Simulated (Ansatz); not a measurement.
We consider chalcopyrite CuInS2, described by LC-ωPBE in Ansatz (plane waves, PAW).

Numerical settings: plane-wave cutoff 460 eV, 6×6×6 k mesh, Fermi–Dirac smearing 0.01 eV, no spin polarisation, scalar-relativistic PAW data made under PBE.

Cell (measured lattice):

```xyz
8
Lattice="-2.7614 2.7614 5.5665 2.7614 -2.7614 5.5665 2.7614 2.7614 -5.5665" Properties=species:S:1:pos:R:3 pbc="T T T"
In     0.0000     0.0000     5.5665
In     2.7614     0.0000     2.7832
Cu     0.0000     0.0000     0.0000
Cu     0.0000     2.7614     2.7832
S      1.4941     1.3807     6.9581
S      4.1421     1.2673    -1.3916
S      1.2673     1.3807     1.3916
S     -1.3807     1.4941     4.1749
```

Q: Give the computed band gap.

A: 
- band gap = 6.12 eV (on the SCF k mesh)

Measured, for comparison: band gap 1.55 eV (temperature not stated, no zero-point or thermal correction, direct or pseudo-direct at Γ; as tabulated in Ghosh et al. (2024), arXiv:2401.16805).

Note: cell and atoms aren't relaxed at this level (largest force component 0.26 eV/Å, pressure -2.4 GPa).

Spin–orbit coupling is not included.

Static lattice: no zero-point or thermal effects.

The result took about 30 core-minutes (a rough figure).

Ansatz is a quantum-chemistry and plane-wave program.
